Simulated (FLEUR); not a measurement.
TiO2:

```
Ti O
1.0
     4.59984    0.00000    0.00000
     0.00000    4.59984    0.00000
     0.00000    0.00000    2.95921
Ti O
2 4
Direct
  0.00000 0.00000 0.50000
  0.50000 0.50000 0.00000
  0.30432 0.30432 0.50000
  0.19568 0.80432 0.00000
  0.80432 0.19568 0.00000
  0.69568 0.69568 0.50000
```

The cell is a database's computed one.

| Quantity | Value |
| --- | --- |
| Program | FLEUR MaX-R8.1 (later development tree) |
| Task | single point |
| Functional | PBE |
| Potentials or basis | all-electron |
| Basis | FLAPW |
| Kmax | 5.16 1/bohr |
| k mesh | 6 × 6 × 9 |
| Occupations | fermi-dirac, width 0.05 eV |
| Spin | no spin polarisation |
| Gmax | 16 1/bohr |
| Muffin-tin radii | Ti 1.9, O 1.45 bohr |
| lmax | Ti 8, O 8 |
| lnonsphr | Ti 8, O 8 |
| Local orbitals a species | Ti 5, O 3 |
| Max iterations | 60 |
| Mixing factor | 0.05 |
| Mixer | Anderson |
| Mixer history | 15 |

On this cell: largest force 0.007 eV/Å; band gap on the k mesh 1.86 eV, direct.

The same run follows on a disturbed copy (atoms moved at random, drawn with an rms of 0.05 Å):

```
CELL_PARAMETERS angstrom
4.59984 0.00000 0.00000
0.00000 4.59984 0.00000
0.00000 0.00000 2.95921
ATOMIC_POSITIONS crystal
Ti 0.99285 0.00757 0.49742
Ti 0.49187 0.51062 0.99653
O 0.30654 0.30354 0.49639
O 0.18927 0.80785 0.00486
O 0.79551 0.19416 0.00703
O 0.69910 0.70567 0.50990
```

Task: What does the disturbed cell give?

Result: The energy moves by +5.8 meV/atom; largest force 0.849 eV/Å; band gap on the k mesh 1.79 eV, indirect (least direct gap 1.81 eV).

Forces in eV/Å, atoms in the order of the input:
```
Ti  -0.046  0.102  0.007
Ti   0.042 -0.080 -0.033
O    0.068  0.451  0.254
O    0.351 -0.228  0.000
O    0.148  0.372 -0.083
O   -0.569 -0.613 -0.147
```

Caveats: an odd mesh through Γ misses points on the zone boundary, where band edges often lie.
